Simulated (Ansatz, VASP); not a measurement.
## One calculation of BN, two programs

Contents of INCAR:

```
  PREC = Accurate
  ENCUT = 600
  EDIFF = 1E-6
  ISMEAR = 0
  SIGMA = 0.02
  LREAL = False
  LASPH = True
  NELM = 100
  ALGO = Normal
  ISIF = 3
  LWAVE = False
  LCHARG = False
  GGA = PE
  IBRION = 2
  NSW = 100
  EDIFFG = -0.01
```

File KPOINTS:

```
regular mesh
0
Gamma
  12 12 6
```

POSCAR

```
BN
1.0
    2.5545348137      0.0000000000      0.0000000000
   -1.2772674068      2.2122920435      0.0000000000
    0.0000000000      0.0000000000      4.2245049667
B N
2 2
Direct
    0.3333333333      0.6666666667      0.3126939999
    0.6666666667      0.3333333333      0.8126939999
    0.6666666667      0.3333333333      0.1873060001
    0.3333333333      0.6666666667      0.6873060001
```

Input for Ansatz:

```yaml
crystal:
  lattice:
    - [2.5545348137, 0.0, 0.0]
    - [-1.2772674068, 2.2122920435, 0.0]
    - [0.0, 0.0, 4.2245049667]
  atoms:
    - { symbol: B, position: [0.3333333333, 0.6666666667, 0.3126939999] }
    - { symbol: B, position: [0.6666666667, 0.3333333333, 0.8126939999] }
    - { symbol: "N", position: [0.6666666667, 0.3333333333, 0.1873060001] }
    - { symbol: "N", position: [0.3333333333, 0.6666666667, 0.6873060001] }
basis:
  ecutwfc: 420
kpoints:
  mp_grid: { grid: [12, 12, 6] }
hamiltonian:
  xc: pbe
scf:
  occupations: { method: gaussian, width: 0.02 }
output:
  forces: true
  stress: true
  eigenvalues: true
  write_density: true
  write_potential: true
  elf: true
  volumetric_format: npy
relax:
  adjacent_minimum: "off"
  f_tol: 0.01
  max_steps: 80
  cell: { stress_tol: 0.05 }
```

Alike in both runs: task relaxation of cell and atoms; functional PBE; k mesh 12 × 12 × 6; occupations gaussian, width 0.02 eV; no spin polarisation.

|  | VASP | Ansatz |
| --- | --- | --- |
| version | VASP 6.6.1 | Ansatz 0.2.0 |
| potentials or method | VASP PAW PBE potentials, release 64 (B, N) | scalar-relativistic, plane waves, PAW |
| plane-wave cutoff (eV) | 600 | 420 |
| valence electrons in the cell | 16 | 16 |

```tsv
	VASP	Ansatz	Ansatz less VASP
gap on the k mesh at the Fermi level, each at its own relaxed structure (eV)	5.21	5.23	+0.017
relaxed volume (Å³/atom)	5.97	5.97	0.000
relaxed cell length with the largest relative difference (Å)	2.555	2.555	0.0000
```

Caveats: the relaxation stopped at its first step, so nothing moved. A hybrid or GW would open this gap; PBE tends to underestimate it. A k mesh can miss the band edges.
